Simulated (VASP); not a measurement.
# AlN (Fm-3m) in VASP: a series of runs

The runs below take AlN through G0W0 quasiparticle levels, with PBE.

Program: VASP 6.6.1. These are calculated values, not measurements. Logs are shortened: lines on timing, memory, paths and dates and some standing lists are left out, and cuts for length are marked.

## (1) Starting point

The structure is cubic, space group Fm-3m (No. 225). The conventional cell has a = 4.069 Å, b = 4.069 Å, c = 4.069 Å, α = 90.00°, β = 90.00°, γ = 90.00°. Around Al (site symmetry m-3m) lie 6 N at 2.03 Å. N (site symmetry m-3m) has 6 Al at 2.03 Å as nearest neighbours.

Measurements of this composition are mostly on another form, of space group No. 186.

## (2) G0W0 quasiparticle levels, PBE

POSCAR

```
AlN
1.0
    0.0000000000      2.0345180000      2.0345180000
    2.0345180000      0.0000000000      2.0345180000
    2.0345180000      2.0345180000      0.0000000000
Al N
1 1
Direct
    0.5000000000      0.5000000000      0.5000000000
    0.0000000000      0.0000000000      0.0000000000
```

INCAR.step1

```
SYSTEM = AlN
ALGO = Normal
EDIFF = 1E-8
ENCUT = 450
GGA = PE
ISMEAR = 0
LASPH = .TRUE.
LCHARG = .FALSE.
LREAL = .FALSE.
LWAVE = .TRUE.
NELM = 100
PREC = Accurate
SIGMA = 0.01
```

INCAR.step2

```
SYSTEM = AlN
ALGO = Exact
EDIFF = 1E-8
ENCUT = 450
GGA = PE
ISMEAR = 0
ISTART = 1
LASPH = .TRUE.
LCHARG = .FALSE.
LOPTICS = .TRUE.
LREAL = .FALSE.
LWAVE = .TRUE.
NBANDS = 24
NELM = 1
PREC = Accurate
SIGMA = 0.01
```

INCAR.step3

```
SYSTEM = AlN
ALGO = EVGW0
EDIFF = 1E-8
ENCUT = 450
ENCUTGW = 200
GGA = PE
ISMEAR = 0
ISTART = 1
LASPH = .TRUE.
LCHARG = .FALSE.
LREAL = .FALSE.
LWAVE = .FALSE.
NBANDS = 24
NBANDSGW = 12
NELMGW = 1
NOMEGA = 48
PREC = Accurate
PRECFOCK = Fast
SIGMA = 0.01
```

KPOINTS

```
k-points
0
G
  3 3 3
  0 0 0
```

Potentials or basis: VASP PAW PBE potentials, release 64 (Al_GW, N_GW).

On the command line:

```console
> cat potpaw_PBE.64/Al_GW/POTCAR potpaw_PBE.64/N_GW/POTCAR > POTCAR
> cp INCAR.step1 INCAR
> mpirun -np 1 vasp_std > vasp.out
> cp INCAR.step2 INCAR
> mpirun -np 1 vasp_std > vasp.out
> cp INCAR.step3 INCAR
> mpirun -np 1 vasp_std > vasp.out
```

OUTCAR:

```text
SYSTEM = AlN
   EDIFF = 1E-8
   ENCUT = 450
   ENCUTGW = 200
   GGA = PE
   ISMEAR = 0
   ISTART = 1
   LASPH = .TRUE.
   LREAL = .FALSE.
   NELMGW = 1
   PREC = Accurate
   PRECFOCK = Fast

 Found      4 irreducible k-points:

 Following reciprocal coordinates:
            Coordinates               Weight
  0.000000  0.000000  0.000000      1.000000
  0.333333  0.000000  0.000000      8.000000
  0.333333  0.333333  0.000000      6.000000
 -0.333333  0.333333  0.000000     12.000000
   k-points           NKPTS =      4   k-points in BZ     NKDIM =     27   number of bands    NBANDS=     24
   number of dos      NEDOS =    301   number of ions     NIONS =      2
   total plane-waves  NPLWV =   8000
   dimension x,y,z NGX =    20 NGY =   20 NGZ =   20
   dimension x,y,z NGXF=    40 NGYF=   40 NGZF=   40
   ions per type =               1   1
   NGX,Y,Z   is equivalent  to a cutoff of  11.56, 11.56, 11.56 a.u.
   NGXF,Y,Z  is equivalent  to a cutoff of  23.11, 23.11, 23.11 a.u.
 SYSTEM =  AlN
   PREC   = accura    normal or accurate (medium, high low for compatibility)
   ISTART =      1    job   : 0-new  1-cont  2-samecut
   ICHARG =      0    charge: 1-file 2-atom 10-const
   ISPIN  =      1    spin polarized calculation?
   LNONCOLLINEAR =      F non collinear calculations
   LSORBIT =      F    spin-orbit coupling
   LASPH  =      T    aspherical Exc in radial PAW
   ENCUT  =  450.0 eV  33.07 Ry    5.75 a.u.   4.98  4.98  4.98*2*pi/ulx,y,z
   NELM   =     60;   NELMIN=  2; NELMDL=  0     # of ELM steps
   EDIFF  = 0.1E-07   stopping-criterion for ELM
   LREAL  =      F    real-space projection
   EDIFFG = 0.1E-06   stopping-criterion for IOM
   NSW    =      0    number of steps for IOM
   IBRION =     -1    ionic relax: 0-MD 1-quasi-New 2-CG
   NFREE  =      0    steps in history (QN), initial steepest desc. (CG)
   ISIF   =      0    stress and relaxation
   ISYM   =      3    0-nonsym 1-usesym 2-fastsym
   POTIM  = 0.5000    time-step for ionic-motion
   TEBEG  =    0.0;   TEEND  =   0.0 temperature during run
   PSTRESS=    0.0 pullay stress
   NELECT =       8.0000    total number of electrons
   NUPDOWN=      -1.0000    fix difference up-down
   EMIN   =  10.00;   EMAX   =-10.00  energy-range for DOS
   EFERMI =   0.00;   METHOD = LEGACY
   ISMEAR =     0;   SIGMA  =   0.01  broadening in eV -4-tet -1-fermi 0-gaus
   EFERMI_NEDOS =   21; number of points for ismear=-14 and -15
   IALGO  =     38    algorithm
   IMIX   =      4    mixing-type and parameters
     AMIX     =   0.40;   BMIX     =  1.00
     AMIX_MAG =   1.60;   BMIX_MAG =  1.00
  volume/ion in A,a.u.               =       8.42        56.83
  Fermi-wavevector in a.u.,A,eV,Ry     =   1.277321  2.413786 22.198561  1.631548
  Thomas-Fermi vector in A             =   2.409927
   LORBIT       =      0    0 simple, 1 ext, 2 COOP (PROOUT), +10 PAW based schemes
   GGA     = PE    functional components
   LHFCALC =     T    Hartree Fock is set to
   PRECFOCK=fast      Normal, Fast or Accurate (Low or Medium for compatibility)
   ENCUT4O =  -1.0   cutoff for four orbital integrals eV
   NKREDX  =     1    reduce k-point grid by
   NKREDY  =     1    reduce k-point grid by
   NKREDZ  =     1    reduce k-point grid by
   AEXX    =    1.0000 exact exchange contribution
   HFSCREEN=    0.0000 screening length (either q_TF or 0.3 A-1)
   HFSCREENC=   0.0000 screening length for correlation (either q_TF or 0.3 A-1)
   ENCUTFOCK=  -1.0 apply spherical cutoff to Coloumb kernel
   IVDW    =     0    specifies the selected vdW correction
   LEPSILON=     F    determine dielectric tensor
   LRPA    =     F    only Hartree local field effects (RPA)
   LRPAFORCE           =     F    calculate RPA forces
   ENCUTGW             = 200.0    cutoff for response function in eV
   ENCUTGWSOFT         = 160.0    soft cutoff for Coulomb kernel in GW response function in eV
   ENCUTLF             =  -1.0    cutoff for local field effects
   NELMGW              =     1    number of iterations in solving QP/BSE equation
   NELMHF              =     1    number of iterations in the inner HF iteration
   NKREDLFX            =     1    NKREDLFY  =   1   NKREDLFZ  =   1
 non-spin polarized calculation
 Gauss-broadening in eV      SIGMA  =   0.01
  energy-cutoff  :      450.00
  volume of cell :       16.84
 maximum number of plane-waves:       375
  NGX = 12; NGY = 12; NGZ = 12
   NGX =  9   NGY =  9   NGZ =  9
 maximum number of plane-waves:       113

 QP shifts <psi_nk| G(iteration)W_0 |psi_nk>: iteration 1
 for sc-GW calculations column KS-energies equals QP-energies in previous step
 and V_xc(KS)=  KS-energies - (<T + V_ion + V_H > + <T+V_H+V_ion>^1  + <V_x>^1)

 k-point   1 :       0.0000    0.0000    0.0000
  band No.  KS-energies  QP-energies   sigma(KS)   V_xc(KS)     V^pw_x(r,r')   Z            occupation Imag(sigma)

      1      -8.8173     -10.0441     -16.2989     -14.5807     -24.7400       0.7140       2.0000       1.4949
      2       8.6417       8.4569     -17.5693     -17.3363     -21.4544       0.7931       2.0000       0.1374
      3       8.6417       8.4569     -17.5693     -17.3363     -21.4544       0.7931       2.0000       0.1374
      4       8.6417       8.4569     -17.5693     -17.3363     -21.4544       0.7931       2.0000       0.1374
      5      13.9874      15.3428     -12.8860     -14.5892      -8.4956       0.7958       0.0000      -0.1251
      6      20.5617      21.7205      -9.1802     -10.5978      -4.3058       0.8174       0.0000      -0.1600
      7      20.5617      21.7205      -9.1802     -10.5978      -4.3058       0.8174       0.0000      -0.1600
      8      20.5617      21.7205      -9.1802     -10.5978      -4.3058       0.8174       0.0000      -0.1600
      9      25.6576      26.2082      -8.6839      -9.4009      -2.4763       0.7679       0.0000      -0.5013
     10      26.0934      27.6588      -9.5264     -11.4784      -4.4140       0.8019       0.0000      -0.2441
     11      26.0934      27.6588      -9.5264     -11.4784      -4.4140       0.8019       0.0000      -0.2441
     12      26.9887      28.3414      -9.4091     -11.1255      -2.8392       0.7881       0.0000      -0.6192

 k-point   2 :       0.3333    0.0000    0.0000
  band No.  KS-energies  QP-energies   sigma(KS)   V_xc(KS)     V^pw_x(r,r')   Z            occupation Imag(sigma)
[... 33 lines left out ...]
      1      -4.8088      -5.8924     -18.0495     -16.6935     -26.0140       0.7991       2.0000       1.2026
      2       2.4746       1.6727     -14.7538     -13.7207     -19.1605       0.7762       2.0000       0.2195
      3       2.7783       1.9534     -14.8290     -13.7665     -19.2138       0.7764       2.0000       0.2122
      4       6.7059       6.2582     -16.5965     -16.0313     -20.6362       0.7921       2.0000       0.1521
      5      14.9498      16.0144      -9.6750     -10.9767      -5.1572       0.8178       0.0000      -0.1241
      6      18.9625      20.6349     -12.6294     -14.7418      -7.8571       0.7917       0.0000      -0.1698
      7      20.4572      22.1276     -12.6376     -14.7639      -7.5244       0.7856       0.0000      -0.2086
      8      21.9832      23.5154     -10.3329     -12.2465      -4.9831       0.8007       0.0000      -0.2403
      9      24.8370      26.0343      -9.8411     -11.3985      -3.7527       0.7688       0.0000      -0.3805
     10      28.3344      29.5903      -8.9904     -10.5322      -3.1688       0.8146       0.0000      -0.5266
     11      31.7419      33.0718      -8.9706     -10.6832      -2.2499       0.7765       0.0000      -0.8066
     12      35.0344      36.9496     -10.5056     -12.9358      -3.8165       0.7881       0.0000      -1.0389
```

OUTCAR.step2:

```text
SYSTEM = AlN
   EDIFF = 1E-8
   ENCUT = 450
   GGA = PE
[... 518 lines left out ...]
  --------------------------------------------------------------------------------------------------------------
     0.00000     8.30320     8.30320     8.30320     0.00000     0.00000    -0.00000
     0.87693     8.39364     8.39364     8.39364     0.00000     0.00000    -0.00000
     1.75386     8.68524     8.68524     8.68524     0.00000     0.00000    -0.00000
     2.63078     9.24126     9.24126     9.24126     0.00000     0.00000    -0.00000
     3.50771    10.22774    10.22774    10.22774     0.00000     0.00000    -0.00000
     4.38464    12.19802    12.19802    12.19802     0.00000     0.00000    -0.00000
[... 92 lines left out ...]
    85.93895     0.90200     0.90200     0.90200    -0.00000    -0.00000     0.00000
    86.81587     0.90412     0.90412     0.90412    -0.00000    -0.00000     0.00000
```

Wall time 11 s (1 thread of Intel Xeon Platinum 8488C (Sapphire Rapids), shared host); peak memory 0.14 GiB.

The run converged, but some of its settings lie outside the range that counts as converged, so its numbers aren't taken as properties of the crystal.

Results:

| Property | Result |
| --- | --- |
| Band gap on the k mesh, mean-field level | 5.35 eV, direct |
| Quasiparticle gap | 6.89 eV |
| Least direct quasiparticle gap | 6.89 eV |

Caveat: the k mesh is coarse (spacing up to 0.89 Å⁻¹), so the values aren't converged; bands, screening cutoff and mesh are small and nothing is extrapolated, so the quasiparticle values aren't converged.

## (3) G0W0 quasiparticle levels, PBE

POSCAR is that of step 2.

INCAR.step1 is that of step 2.

INCAR.step2: that of step 2 with these lines changed.

```diff
@@ -12,3 +12,3 @@
 LWAVE = .TRUE.
-NBANDS = 24
+NBANDS = 105
 NELM = 1
```

INCAR.step3: that of step 2 with these lines changed.

```diff
@@ -4,3 +4,3 @@
 ENCUT = 450
-ENCUTGW = 200
+ENCUTGW = 50
 GGA = PE
@@ -12,3 +12,3 @@
 LWAVE = .FALSE.
-NBANDS = 24
+NBANDS = 105
 NBANDSGW = 12
```

KPOINTS is that of step 2.

Potentials or basis: VASP PAW PBE potentials, release 64 (Al_GW, N_GW).

On the command line:

```console
> cat potpaw_PBE.64/Al_GW/POTCAR potpaw_PBE.64/N_GW/POTCAR > POTCAR
> cp INCAR.step1 INCAR
> mpirun -np 1 vasp_std > vasp.out
> cp INCAR.step2 INCAR
> mpirun -np 1 vasp_std > vasp.out
> cp INCAR.step3 INCAR
> mpirun -np 1 vasp_std > vasp.out
```

OUTCAR:

```text
SYSTEM = AlN
   EDIFF = 1E-8
   ENCUT = 450
   ENCUTGW = 50
   GGA = PE
   ISMEAR = 0
   ISTART = 1
   LASPH = .TRUE.
   LREAL = .FALSE.
   NELMGW = 1
   PREC = Accurate
   PRECFOCK = Fast

 Found      4 irreducible k-points:

 Following reciprocal coordinates:
            Coordinates               Weight
  0.000000  0.000000  0.000000      1.000000
  0.333333  0.000000  0.000000      8.000000
  0.333333  0.333333  0.000000      6.000000
 -0.333333  0.333333  0.000000     12.000000
   k-points           NKPTS =      4   k-points in BZ     NKDIM =     27   number of bands    NBANDS=    105
   number of dos      NEDOS =    301   number of ions     NIONS =      2
   total plane-waves  NPLWV =   8000
   dimension x,y,z NGX =    20 NGY =   20 NGZ =   20
   dimension x,y,z NGXF=    40 NGYF=   40 NGZF=   40
   ions per type =               1   1
   NGX,Y,Z   is equivalent  to a cutoff of  11.56, 11.56, 11.56 a.u.
   NGXF,Y,Z  is equivalent  to a cutoff of  23.11, 23.11, 23.11 a.u.
 SYSTEM =  AlN
   PREC   = accura    normal or accurate (medium, high low for compatibility)
   ISTART =      1    job   : 0-new  1-cont  2-samecut
   ICHARG =      0    charge: 1-file 2-atom 10-const
   ISPIN  =      1    spin polarized calculation?
   LNONCOLLINEAR =      F non collinear calculations
   LSORBIT =      F    spin-orbit coupling
   LASPH  =      T    aspherical Exc in radial PAW
   ENCUT  =  450.0 eV  33.07 Ry    5.75 a.u.   4.98  4.98  4.98*2*pi/ulx,y,z
   NELM   =     60;   NELMIN=  2; NELMDL=  0     # of ELM steps
   EDIFF  = 0.1E-07   stopping-criterion for ELM
   LREAL  =      F    real-space projection
   EDIFFG = 0.1E-06   stopping-criterion for IOM
   NSW    =      0    number of steps for IOM
   IBRION =     -1    ionic relax: 0-MD 1-quasi-New 2-CG
   NFREE  =      0    steps in history (QN), initial steepest desc. (CG)
   ISIF   =      0    stress and relaxation
   ISYM   =      3    0-nonsym 1-usesym 2-fastsym
   POTIM  = 0.5000    time-step for ionic-motion
   TEBEG  =    0.0;   TEEND  =   0.0 temperature during run
   PSTRESS=    0.0 pullay stress
   NELECT =       8.0000    total number of electrons
   NUPDOWN=      -1.0000    fix difference up-down
   EMIN   =  10.00;   EMAX   =-10.00  energy-range for DOS
   EFERMI =   0.00;   METHOD = LEGACY
   ISMEAR =     0;   SIGMA  =   0.01  broadening in eV -4-tet -1-fermi 0-gaus
   EFERMI_NEDOS =   21; number of points for ismear=-14 and -15
   IALGO  =     38    algorithm
   IMIX   =      4    mixing-type and parameters
     AMIX     =   0.40;   BMIX     =  1.00
     AMIX_MAG =   1.60;   BMIX_MAG =  1.00
  volume/ion in A,a.u.               =       8.42        56.83
  Fermi-wavevector in a.u.,A,eV,Ry     =   1.277321  2.413786 22.198561  1.631548
  Thomas-Fermi vector in A             =   2.409927
   LORBIT       =      0    0 simple, 1 ext, 2 COOP (PROOUT), +10 PAW based schemes
   GGA     = PE    functional components
   LHFCALC =     T    Hartree Fock is set to
   PRECFOCK=fast      Normal, Fast or Accurate (Low or Medium for compatibility)
   ENCUT4O =  -1.0   cutoff for four orbital integrals eV
   NKREDX  =     1    reduce k-point grid by
   NKREDY  =     1    reduce k-point grid by
   NKREDZ  =     1    reduce k-point grid by
   AEXX    =    1.0000 exact exchange contribution
   HFSCREEN=    0.0000 screening length (either q_TF or 0.3 A-1)
   HFSCREENC=   0.0000 screening length for correlation (either q_TF or 0.3 A-1)
   ENCUTFOCK=  -1.0 apply spherical cutoff to Coloumb kernel
   IVDW    =     0    specifies the selected vdW correction
   LEPSILON=     F    determine dielectric tensor
   LRPA    =     F    only Hartree local field effects (RPA)
   LRPAFORCE           =     F    calculate RPA forces
   ENCUTGW             =  50.0    cutoff for response function in eV
   ENCUTGWSOFT         =  40.0    soft cutoff for Coulomb kernel in GW response function in eV
   ENCUTLF             =  -1.0    cutoff for local field effects
   NELMGW              =     1    number of iterations in solving QP/BSE equation
   NELMHF              =     1    number of iterations in the inner HF iteration
   NKREDLFX            =     1    NKREDLFY  =   1   NKREDLFZ  =   1
 non-spin polarized calculation
 Gauss-broadening in eV      SIGMA  =   0.01
  energy-cutoff  :      450.00
  volume of cell :       16.84
 maximum number of plane-waves:       375
  NGX = 12; NGY = 12; NGZ = 12
   NGX =  9   NGY =  9   NGZ =  9
 maximum number of plane-waves:        15
 NGX is ok and might be reduce to    10

 QP shifts <psi_nk| G(iteration)W_0 |psi_nk>: iteration 1
 for sc-GW calculations column KS-energies equals QP-energies in previous step
 and V_xc(KS)=  KS-energies - (<T + V_ion + V_H > + <T+V_H+V_ion>^1  + <V_x>^1)

 k-point   1 :       0.0000    0.0000    0.0000
  band No.  KS-energies  QP-energies   sigma(KS)   V_xc(KS)     V^pw_x(r,r')   Z            occupation Imag(sigma)

      1      -8.8173      -9.9589     -16.2490     -14.5807     -24.7400       0.6843       2.0000       1.2418
      2       8.6417       8.4626     -17.5598     -17.3363     -21.4544       0.8010       2.0000       0.1132
      3       8.6417       8.4626     -17.5598     -17.3363     -21.4544       0.8010       2.0000       0.1132
      4       8.6417       8.4626     -17.5598     -17.3363     -21.4544       0.8010       2.0000       0.1132
      5      13.9874      14.9605     -13.3916     -14.5892      -8.4956       0.8126       0.0000      -0.1048
      6      20.5617      21.3888      -9.5838     -10.5978      -4.3058       0.8157       0.0000      -0.1291
      7      20.5617      21.3888      -9.5838     -10.5978      -4.3058       0.8157       0.0000      -0.1291
      8      20.5617      21.3888      -9.5838     -10.5978      -4.3058       0.8157       0.0000      -0.1291
      9      25.6576      25.8154      -9.1916      -9.4009      -2.4763       0.7541       0.0000      -0.4129
     10      26.0934      27.1782     -10.1035     -11.4784      -4.4140       0.7890       0.0000      -0.2208
     11      26.0934      27.1782     -10.1035     -11.4784      -4.4140       0.7890       0.0000      -0.2208
     12      26.9887      28.0279      -9.8340     -11.1255      -2.8392       0.8047       0.0000      -0.5264
[... 36 lines left out ...]
      1      -4.8088      -5.9830     -18.1878     -16.6935     -26.0140       0.7858       2.0000       0.8906
      2       2.4746       1.6913     -14.7364     -13.7207     -19.1605       0.7712       2.0000       0.1794
      3       2.7783       1.9693     -14.8098     -13.7665     -19.2138       0.7755       2.0000       0.1740
      4       6.7059       6.2791     -16.5699     -16.0313     -20.6362       0.7923       2.0000       0.1209
      5      14.9498      15.7393     -10.0141     -10.9767      -5.1572       0.8200       0.0000      -0.1016
      6      18.9625      20.4248     -12.9013     -14.7418      -7.8571       0.7945       0.0000      -0.1230
      7      20.4572      21.9224     -12.9067     -14.7639      -7.5244       0.7889       0.0000      -0.1547
      8      21.9832      23.2156     -10.6995     -12.2465      -4.9831       0.7966       0.0000      -0.1953
      9      24.8370      25.6926     -10.2690     -11.3985      -3.7527       0.7575       0.0000      -0.2973
     10      28.3344      29.1618      -9.5284     -10.5322      -3.1688       0.8243       0.0000      -0.4635
     11      31.7419      32.6645      -9.4815     -10.6832      -2.2499       0.7677       0.0000      -0.6760
     12      35.0344      36.4608     -11.1184     -12.9358      -3.8165       0.7849       0.0000      -0.9452
```

OUTCAR.step2:

```text
SYSTEM = AlN
   EDIFF = 1E-8
   ENCUT = 450
   GGA = PE
[... 518 lines left out ...]
  --------------------------------------------------------------------------------------------------------------
     0.00000     8.40689     8.40689     8.40689    -0.00000    -0.00000     0.00000
     2.32965     9.12728     9.12728     9.12728    -0.00000    -0.00000     0.00000
     4.65930    13.54964    13.54964    13.54964    -0.00000    -0.00000     0.00000
     6.98895    20.40889    20.40889    20.40889     0.00000    -0.00000    -0.00000
     9.31859   -11.15504   -11.15504   -11.15504     0.00000     0.00000    -0.00000
    11.64824     8.07576     8.07576     8.07576     0.00000     0.00000     0.00000
[... 92 lines left out ...]
   228.30554     0.98485     0.98485     0.98485     0.00000     0.00000    -0.00000
   230.63519     0.98517     0.98517     0.98517     0.00000     0.00000    -0.00000
```

Run time: 14 s. Hardware: 1 thread of Intel Xeon Platinum 8488C (Sapphire Rapids), shared host; peak memory 0.13 GiB.

The run converged, but some of its settings lie outside the range that counts as converged, so its numbers aren't taken as properties of the crystal.

Results:

```yaml
Band_gap_on_the_k_mesh_mean-field_level: 5.35 eV, direct
Quasiparticle_gap: 6.50 eV
Least_direct_quasiparticle_gap: 6.50 eV
```

Caveat: the k mesh is coarse (spacing up to 0.89 Å⁻¹), so the values aren't converged; bands, screening cutoff and mesh are small and nothing is extrapolated, so the quasiparticle values aren't converged.

[end of part 1 of 3]
